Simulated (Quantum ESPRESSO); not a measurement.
Crystal: PtS2.

```
CELL_PARAMETERS angstrom
3.54320 0.00000 0.00000
-1.77160 3.06850 0.00000
0.00000 0.00000 5.03880
ATOMIC_POSITIONS crystal
Pt 0.00000 0.00000 0.00000
S 0.66667 0.33333 0.77300
S 0.33333 0.66667 0.22700
```

Base run:

* Program: Quantum ESPRESSO 7.5
* Functional: LDA
* Potentials or basis: GBRV 1.5 LDA
* Cutoff: 612 eV
* Density cutoff: 4898 eV
* k mesh: 8 × 8 × 4, shifted
* Occupations: fermi-dirac, width 0.05 eV
* Spin: no spin polarisation

Its results: pressure 3.4 GPa; largest force 0.814 eV/Å; electronic dielectric tensor (diagonal) 19.35, 19.35, 9.78.

Problem. The run is repeated on the same cell with these changes: functional from LDA to PBEsol; potentials or basis from GBRV 1.5 LDA to GBRV 1.5 PBEsol. What comes out?

Solution. Pressure 6.0 GPa; largest force 0.943 eV/Å; electronic dielectric tensor (diagonal) 18.91, 18.91, 9.46.

Caveats: the cell is more than 3 GPa from zero pressure, which shifts response properties.
